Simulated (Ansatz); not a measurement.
ZrO₂ (fluorite, space group No. 225), a = b = c = 5.0262 Å, α = β = γ = 90.00°; the cell used has 3 atoms.

Relaxed with LDA.

### Question
Decompose the optical modes at the zone centre into irreducible representations, and say which are infrared and Raman allowed.

### Answer
Point group m-3m: Γ_opt = T1u + T2g. Infrared: T1u. Raman: T2g.

### Question
Assign frequencies (DFPT, DFT-LDA in the program Ansatz with PAW potentials; without the LO–TO term).

### Answer
T1u 265, T2g 581 cm⁻¹.

Space group Fm-3m (fluorite). This is a known high-temperature phase of the composition, computed here at zero pressure and temperature. The LDA relaxation kept the symmetry of its start. At this level the phase is dynamically unstable (imaginary phonons). The run is not spin-polarised.

Potentials: the later of the program's two PAW sets.
